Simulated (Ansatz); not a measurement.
# SiC (Moissanite) (P6_3mc) in Ansatz: a series of runs

The runs below take SiC (Moissanite) through elastic constants, single point, equation of state, with PBE, BLYP+D3(BJ).

Program: Ansatz 0.2.0. These are calculated values, not measurements. Logs are shortened: lines on timing, memory, paths and dates and some standing lists are left out, and cuts for length are marked.

### Step 1. The crystal as given

The structure is hexagonal, space group P6_3mc (No. 186). Conventional cell: a = 3.076 Å, b = 3.076 Å, c = 5.048 Å, α = 90.00°, β = 90.00°, γ = 120.00°. Si (site symmetry 3m) is surrounded by 4 C at 1.87 to 1.94 Å. Around C (site symmetry 3m) lie 4 Si at 1.87 to 1.94 Å.

### Step 2. Elastic constants, PBE

File input.yaml:

```yaml
crystal:
  lattice:
    - [3.076, 0.0, 0.0]
    - [-1.538, 2.663894142, 0.0]
    - [0.0, 0.0, 5.048]
  atoms:
    - { symbol: Si, position: [0.6666666667, 0.3333333333, 0.5] }
    - { symbol: Si, position: [0.3333333333, 0.6666666667, 0.0] }
    - { symbol: C, position: [0.6666666667, 0.3333333333, 0.885] }
    - { symbol: C, position: [0.3333333333, 0.6666666667, 0.385] }
hamiltonian:
  xc: pbe
  pseudopotentials: { kind: paw }
kpoints:
  mp_grid: { grid: [8, 8, 5] }
scf:
  occupations: { method: fixed }
output:
  forces: true
  stress: true
elastic:
  mode: clamped_ion
  stencil: two_point
```

Potentials or basis: Ansatz PAW.

Command:

```
$ ansatz run input.yaml --threads 2 --pin off --max-ram 5120MiB --backend cpu --events-out ev --progress --plain --runs-dir out
```

Log:

```text
Warning: RAYON_NUM_THREADS=2 ignored (pool sized by the plan → 2); use --threads N
Engine: ansatz 0.2.0, x86_64-unknown-linux-gnu
Pseudopotentials: kind: paw
Pseudopotential: Si, paw, valence charge 4, recommended cutoff 420 eV (normal), Si.paw.azcp
Pseudopotential: C, paw, valence charge 4, recommended cutoff 420 eV (normal), C.paw.azcp
Functional definition: PBE
  parameter kappa = 0.804
  parameter beta = 0.06672455060314922
  exchange = pbe_x(kappa = kappa, mu = beta*pi^2/3)
  correlation = pbe_c(beta = beta)
Crystal: 4 atoms, lattice volume = 41.364 Å³
Basis set: ecut = 420 eV, 785 PW (Γ), exchange–correlation on 48×48×72 points (8 copies of the dense FFT grid, shifted against one another)
Bands: 12, of which v1, the nominal top of the filled ones, is band 8 counted from 1 (7 counted from 0)
Symmetry: 12 space group operations
Space group: P63mc (ITA 186), of the structure as read, at distance tolerance 3.5e-5 Å
k-points: 30 of 320 (time reversal used)
Non-local potential: Si, projectors of the file, l = 0: 2, l = 1: 2, l = 2: 2
Non-local potential: C, projectors of the file, l = 0: 2, l = 1: 2, l = 2: 1
PAW form: soft (Blöchl's): semilocal exchange-correlation on the pseudo side does not see the compensation charge
PAW one-centre angular grid: Si, 110 points (default); XC on 64 Gauss nodes
PAW one-centre angular grid: C, 110 points (default); XC on 64 Gauss nodes
Initial density: superposition of atomic densities (neutral atoms: chi_scale 0, normalization atom), corrected by the library's trained network
Initial wavefunctions: pseudopotential atomic-orbital guess
Functional: x = pbe(κ = 0.804, μ = 0.2195149727645171), c = pbe(β = 0.06672455060314922)
SCF iter   1: F=—  HF=-1774.264923 eV  |F-HF|=—  |Δ(HF+E_count)|=         —  Δρ=2.40e-3  dr2=2.54e-3  ethr=1.77e-3  ⟨swp⟩=4.5  Hψ=2087  notcnv=0  defer=57
preconditioner: auto → none  [insulator: Δε(μ)=2.555 eV  Ē_g=11.913 eV  n_scr=2 (ndim 8)  ℏωp=23.1 eV  f_vac=0.000  ε∞_Penn≈4.8]
SCF iter   2: F=—  HF=-1774.264832 eV  |F-HF|=—  |Δ(HF+E_count)|=   9.16e-5  Δρ=8.78e-4  dr2=1.89e-4  ethr=1.59e-5  ⟨swp⟩=2.4  Hψ=896  notcnv=0  defer=59
SCF iter   3: F=—  HF=-1774.264864 eV  |F-HF|=—  |Δ(HF+E_count)|=   3.21e-5  Δρ=3.82e-4  dr2=2.47e-5  ethr=1.18e-6  ⟨swp⟩=2.0  Hψ=539  notcnv=0  defer=52
SCF iter   4: F=—  HF=-1774.264892 eV  |F-HF|=—  |Δ(HF+E_count)|=   2.83e-5  Δρ=6.49e-5  dr2=8.49e-7  ethr=1.54e-7  ⟨swp⟩=2.4  Hψ=585  notcnv=0  defer=2
SCF iter   5: F=—  HF=-1774.264894 eV  |F-HF|=—  |Δ(HF+E_count)|=   2.07e-6  Δρ=6.08e-6  dr2=6.81e-9  ethr=5.31e-9  ⟨swp⟩=2.1  Hψ=591  notcnv=0
SCF iter   6: F=—  HF=-1774.264894 eV  |F-HF|=—  |Δ(HF+E_count)|=   1.55e-8  Δρ=7.87e-7  dr2=1.69e-10  ethr=4.26e-11  ⟨swp⟩=2.0  Hψ=596  notcnv=0
SCF iter   7: F=—  HF=-1774.264894 eV  |F-HF|=—  |Δ(HF+E_count)|=  2.14e-10  Δρ=1.32e-7  dr2=4.44e-12  ethr=1.05e-12  ⟨swp⟩=2.0  Hψ=589  notcnv=0
SCF iter   8: F=-1774.264894 eV  HF=-1774.264894 eV  |F-HF|=2.27e-13  |Δ(HF+E_count)|=  9.78e-12  Δρ=1.61e-8  dr2=8.25e-14  ethr=1.00e-12  ⟨swp⟩=4.6  Hψ=2141  notcnv=0
SCF 1 converged in 8 iterations: F = -1774.264894 eV  dr2 = 8.25e-14
Crystal: 4 atoms, lattice volume = 41.281 Å³
Symmetry: 4 space group operations
k-points: 63 of 320 (time reversal used)
Initial density: handed on by an earlier stage of this run
Initial wavefunctions: those handed on with the density
iter 1 solved again at ethr=9.93e-7 eV; its pass at ethr=3.10e-3 eV (dr2=1.59e-4 eV) is discarded
SCF iter   1: F=—  HF=-1774.261935 eV  |F-HF|=—  |Δ(HF+E_count)|=         —  Δρ=6.11e-4  dr2=1.69e-4  ethr=9.93e-7  ⟨swp⟩=2.3  Hψ=4344  notcnv=0  defer=93
preconditioner: auto → none  [insulator: Δε(μ)=2.584 eV  Ē_g=11.939 eV  n_scr=2 (ndim 8)  ℏωp=23.1 eV  f_vac=0.000  ε∞_Penn≈4.7]
[... 7 lines left out ...]
SCF 2 converged in 8 iterations: F = -1774.261862 eV  dr2 = 9.05e-15
[... 37 lines left out ...]
[... 1 line left out ...]
[... 5 lines left out ...]
[... 3 lines left out ...]
SCF 6 converged in 8 iterations: F = -1774.264809 eV  dr2 = 4.85e-14
iter 1 solved again at ethr=2.55e-11 eV; its pass at ethr=3.10e-3 eV (dr2=4.08e-9 eV) is discarded
SCF iter   1: F=—  HF=-1774.264824 eV  |F-HF|=—  |Δ(HF+E_count)|=         —  Δρ=6.43e-6  dr2=4.85e-9  ethr=2.55e-11  ⟨swp⟩=2.6  Hψ=6934  notcnv=0  defer=98
SCF iter   2: F=—  HF=-1774.264809 eV  |F-HF|=—  |Δ(HF+E_count)|=   1.53e-5  Δρ=3.92e-6  dr2=2.42e-9  ethr=2.55e-11  ⟨swp⟩=3.3  Hψ=2358  notcnv=0  defer=98
SCF iter   3: F=—  HF=-1774.264809 eV  |F-HF|=—  |Δ(HF+E_count)|=   1.82e-9  Δρ=2.69e-6  dr2=6.83e-10  ethr=1.51e-11  ⟨swp⟩=2.0  Hψ=1687  notcnv=0  defer=98
SCF iter   4: F=—  HF=-1774.264809 eV  |F-HF|=—  |Δ(HF+E_count)|=   3.14e-9  Δρ=6.94e-7  dr2=7.41e-11  ethr=4.27e-12  ⟨swp⟩=2.1  Hψ=1838  notcnv=0  defer=98
SCF iter   5: F=—  HF=-1774.264809 eV  |F-HF|=—  |Δ(HF+E_count)|=  1.73e-10  Δρ=1.33e-7  dr2=5.59e-12  ethr=4.63e-13 (applied; sched 1.00e-12)  ⟨swp⟩=2.0  Hψ=1851  notcnv=0  defer=98
SCF iter   6: F=—  HF=-1774.264809 eV  |F-HF|=—  |Δ(HF+E_count)|=  1.14e-12  Δρ=6.32e-8  dr2=1.02e-12  ethr=3.50e-14 (applied; sched 1.00e-12)  ⟨swp⟩=2.0  Hψ=1712  notcnv=0  defer=98
SCF iter   7: F=—  HF=-1774.264809 eV  |F-HF|=—  |Δ(HF+E_count)|=  2.27e-13  Δρ=3.89e-8  dr2=3.44e-13  ethr=6.35e-15 (applied; sched 1.00e-12)  ⟨swp⟩=1.2  Hψ=1202  notcnv=0  defer=98
SCF iter   8: F=—  HF=-1774.264809 eV  |F-HF|=—  |Δ(HF+E_count)|=  4.55e-13  Δρ=2.29e-8  dr2=1.12e-13  ethr=2.15e-15 (applied; sched 1.00e-12)  ⟨swp⟩=1.0  Hψ=1116  notcnv=0  defer=98
SCF iter   9: F=-1774.264809 eV  HF=-1774.264809 eV  |F-HF|=0.00e0  |Δ(HF+E_count)|=    0.00e0  Δρ=4.56e-9  dr2=4.47e-15  ethr=1.00e-12  ⟨swp⟩=4.0  Hψ=3555  notcnv=0
SCF 7 converged in 9 iterations: F = -1774.264809 eV  dr2 = 4.47e-15
SCF converged after 8 iterations
Free energy (F): -1774.264894 eV
Harris-Foulkes:  -1774.264894 eV  (|F-HF|=2.27e-13)
Internal energy: -1774.264894 eV  (E = F + TS)
E sigma→0 (E₀):  -1774.264894 eV
Fermi energy:    9.784123 eV
--- Per-component energies (eV) ---
  E_band       = 57.488907
  E_kinetic    = 271.768691
  E_local      = -211.054981  (includes V_loc(G=0)·N_el)
  E_nonlocal   = 103.692901
  E_hartree    = 65.209427
  E_xc         = -211.132690
  E_vxc        = -218.905094  (∫ρ·V_xc dr)
  E_paw        = -1224.177386  (= ΣΔE_a)
  E_vpaw       = -18.431495  (= ΣTr[D̂ρ^β])
  E_aug_tail   = 0.000028  (compensation charges beyond the density's cutoff)
  E_ewald      = -568.570884
  E_smearing   = -0.000000  (= −TS)
  E_closure    = 0.000000  (closes the sum)
  Σ components = -1774.264894   (vs F -1774.264894, Δ=0.00e0)
--- Forces (eV/Å), atoms counted from 1 ---
  atom   1  Si     0.00000000     0.00000000     0.75191817
  atom   2  Si    -0.00000000    -0.00000000     0.75191817
  atom   3  C     -0.00000000     0.00000000    -0.75191775
  atom   4  C      0.00000000    -0.00000000    -0.75191775
  max |Σ_I F_I| component: 8.40e-7 eV/Å
--- Stress (GPa, compression-positive) ---
        5.319962       0.000000       0.000000
        0.000000       5.319962       0.000000
        0.000000       0.000000       0.442848
  P = ⅓ Tr σ = 3.6943 GPa (36.943 kbar)
--- Band table (eV; the first three rows and the last of 30) ---
  k-point 0: bands = ["-5.9421", "-2.4403", "1.0911", "8.2273", "8.2273", "9.5073", "9.5073", "9.7841", "14.4016", "15.7946", "16.2904", "16.2904"]
  k-point 1: bands = ["-5.7477", "-3.1366", "2.1089", "8.3335", "8.3335", "8.7103", "9.3663", "9.3663", "14.5816", "16.3595", "16.3595", "16.5982"]
  k-point 2: bands = ["-5.1736", "-4.2580", "4.1652", "6.5156", "8.6253", "8.6253", "9.0183", "9.0183", "15.1089", "15.9268", "16.6739", "16.6739"]
  k-point 29: bands = ["-1.4468", "-1.1369", "1.7129", "2.0358", "3.9766", "4.7468", "7.5481", "7.9827", "14.1410", "14.9451", "15.4556", "16.5468"]
--- Elastic constants: 3 strain directions × 2 members + reference (group order 12) ---
  dense FFT box of the reference and of every strained cell: 24×24×36
  strains applied: 11, 33, 23; error gains: componentwise 1.00 (the most a stress slope's error grows in a printed constant), spectral 1.41 (1 for all six strains in a standard setting)
  C = ∂σ_k/∂η_j (tension-positive GPa; Voigt order 11 22 33 23 13 12):
       584.199     95.057     44.949      0.000      0.000      0.000
        95.057    584.199     44.949      0.000      0.000      0.000
        40.025     40.025    518.618      0.000      0.000      0.000
         0.000      0.000      0.000    167.688      0.000      0.000
         0.000      0.000      0.000      0.000    167.688      0.000
         0.000      0.000      0.000      0.000      0.000    244.571
  reference stress σ⁰ (GPa):     -5.320     -5.320     -0.443     -0.000     -0.000     -0.000
  C* (energy form; C + prestress term) asymmetry max|C*_kj − C*_jk| = 4.784e-2 GPa — a small one proves nothing (zero by symmetry where the batch's group is 432, −43m or m−3m); a large one is finite-difference/SCF noise where every solve meets its electron count
  moduli (Voigt/Reuss/Hill, GPa): K = 227.45/225.45/226.45   G = 216.46/208.17/212.31   E = 485.28   ν = 0.143
  mechanically stable: yes (min eigenvalue of sym C = 167.69 GPa)
  strain η (Voigt 11):  stress-route row diagonal C_11 = 584.20 GPa, energy-path curvature d²(F+E_count+ΔE)/dδ²/Ω₀ = 583.44 GPa
         δ    σ_11 (GPa)             F (eV)   n_scf  n_hpsi   n_pw
    -2.000e-3      -6.4967       -1774.2618622       8   14921    822
     2.000e-3      -4.1599       -1774.2673264       7   14197    826
  strain η (Voigt 33):  stress-route row diagonal C_33 = 518.62 GPa, energy-path curvature d²(F+E_count+ΔE)/dδ²/Ω₀ = 517.98 GPa
         δ    σ_33 (GPa)             F (eV)   n_scf  n_hpsi   n_pw
    -2.000e-3      -1.4873       -1774.2644137       8    7030    818
     2.000e-3       0.5871       -1774.2648271       7    6629    822
  strain η (Voigt 23):  stress-route row diagonal C_44 = 167.69 GPa, energy-path curvature d²(F+E_count+ΔE)/dδ²/Ω₀ = 169.23 GPa
         δ    σ_23 (GPa)             F (eV)   n_scf  n_hpsi   n_pw
    -2.000e-3      -0.3354       -1774.2648089       8   22688    822
     2.000e-3       0.3354       -1774.2648089       9   23011    822
```

It took 9.5 s on 2 threads of Intel Xeon at 2.60GHz (Ice Lake), shared host; peak memory 0.42 GiB.

Results:

- Free energy: -1774.2649 eV
- Pressure: 3.7 GPa
- Largest force: 0.752 eV/Å
- Band gap on the k mesh: 2.58 eV, indirect (least direct gap 4.08 eV)
- Voigt bulk modulus: 227 GPa

Forces in eV/Å, atoms in the order of the input:
```
Si   0.000  0.000  0.752
Si   0.000  0.000  0.752
C    0.000  0.000 -0.752
C    0.000  0.000 -0.752
```

Stress tensor (GPa, compression positive):
```
5.32 0.00 0.00
0.00 5.32 0.00
0.00 0.00 0.44
```

Elastic tensor in Voigt notation (GPa, ions clamped, in the Cartesian axes of the cell as first typed):
```
584  95  45   0   0   0
 95 584  45   0   0   0
 40  40 519   0   0   0
  0   0   0 168   0   0
  0   0   0   0 168   0
  0   0   0   0   0 245
```

Caveat: the cell is more than 3 GPa from zero pressure, which shifts response properties; odd divisions of the mesh miss points on the zone boundary, where band edges often lie, so the gap on the mesh can be too wide. PBE gaps usually lie below the measured ones, often by a third to a half.

(Continued in part 2 of 2.)
